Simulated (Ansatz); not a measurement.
Wanted: the native input for an Ansatz 0.2.0 run.

| Property | Result |
| --- | --- |
| Task | relaxation of cell and atoms |
| Functional | PBEsol |
| Dispersion | D3(BJ) |
| Potentials or basis | Ansatz PAW |
| Cutoff | 420 eV (not typed: the program's choice for these potentials) |
| k mesh | 10 × 10 × 10 |
| Occupations | fermi-dirac, width 0.05 eV |
| Spin | no spin polarisation |

HfN:

```
CELL_PARAMETERS angstrom
0.00000 2.25600 2.25600
2.25600 0.00000 2.25600
2.25600 2.25600 0.00000
ATOMIC_POSITIONS crystal
Hf 0.00000 0.00000 0.00000
N 0.50000 0.50000 0.50000
```

The input as run:

input.yaml

```yaml
crystal:
  lattice:
    - [0.0, 2.256, 2.256]
    - [2.256, 0.0, 2.256]
    - [2.256, 2.256, 0.0]
  atoms:
    - { symbol: Hf, position: [0.0, 0.0, 0.0] }
    - { symbol: "N", position: [0.5, 0.5, 0.5] }
hamiltonian:
  xc: pbesol
  pseudopotentials: { kind: paw }
  dispersion: d3bj
kpoints:
  mp_grid: { grid: [10, 10, 10] }
scf:
  occupations: { method: fermi_dirac, width: 0.05 }
output:
  forces: true
  stress: true
  write_density: true
  write_potential: true
  elf: true
  volumetric_format: npy
relax:
  f_tol: 0.01
  max_steps: 40
  cell: { stress_tol: 0.05 }
```

Potentials or basis: Ansatz PAW.

The run is started by

```sh
$ ansatz run input.yaml --threads 2 --pin off --max-ram 5632MiB --backend cpu --events-out ev --progress --plain --runs-dir out
```

It gave:

```
Relaxed volume                         : 11.18 Å³/atom
Relaxed cell                           : a = 3.163 Å, b = 3.163 Å, c = 3.163 Å, α = 60.00°, β = 60.00°, γ = 60.00°
Space group after relaxing (to 0.05 Å) : Fm-3m (No. 225)
Energy gained by relaxing              : 7.1 meV/atom
Ionic steps                            : 7
Pressure after relaxing                : 0.0 GPa
Band gap on the k mesh                 : none (metal or under the smearing width)
```

Caveat: the plane-wave basis is chosen anew once the cell has moved, so the energies of steps on either side of that aren't comparable; the pressure holds a Pulay correction of +0.5 GPa for the finite cutoff; pairwise dispersion overbinds metals, which lowers pressure and volume; the PAW data sets come from PBE, with cores solved anew for the run's functional, which leaves a small shift of forces and pressure.

It took 5.8 s on 2 threads of Arm Neoverse V1 (shared host), peak memory 0.32 GiB.
